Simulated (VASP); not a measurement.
Runs of VASP 6.6.1 on SnO2 (Cassiterite). The structure is tetragonal, space group P4_2/mnm (No. 136). The conventional cell has a = 4.738 Å, b = 4.738 Å, c = 3.187 Å, α = 90.00°, β = 90.00°, γ = 90.00°. Sn (site symmetry mmm) is surrounded by 6 O at 2.05 to 2.06 Å. Around O (site symmetry m2m) lie 3 Sn at 2.05 to 2.06 Å. 

| task | potentials or basis | cell | cutoff (eV) | smearing | gap on the mesh (eV) | pressure (GPa) | relaxed volume (Å³/atom) | largest force (eV/Å) |
| --- | --- | --- | --- | --- | --- | --- | --- | --- |
| band structure | VASP PAW PBE potentials, release 64 (Sn_d_GW, O_GW) | as given | 550 | fermi-dirac 0.05 eV | 1.27 | 10.8 | - | (a) |
| single point | VASP PAW PBE potentials, release 64 (Sn_d, O) | as given | 520 | gaussian 0.015 eV | 1.27 | 11.8 | - | 0.29 |
| band structure | VASP PAW PBE potentials, release 64 (Sn, O) | as given | 500 | fermi-dirac 0.05 eV | 1.26 | (b) | - | 0.29 |
| relaxation of cell and atoms | VASP PAW PBE potentials, release 64 (Sn_d, O) | relaxed | 600 | fermi-dirac 0.05 eV | 0.64 | -0.1 | 12.61 | - |
| relaxation of cell and atoms | VASP PAW PBE potentials, release 64 (Sn, O) | relaxed | 580 | fermi-dirac 0.05 eV | 0.64 | 0.0 | 12.59 | - |

Alike in all rows: level PBE; no spin polarisation; k mesh 6 × 6 × 8.

Task: Estimate the missing entries.

Result: (a) 0.28; (b) 11.7.

Caveats: spin-orbit coupling is left out, which moves the levels of the heavy elements.

A k mesh can miss the band edges, and the runs leave out spin-orbit coupling on Sn.

The runs don't all hold the same shells in valence.
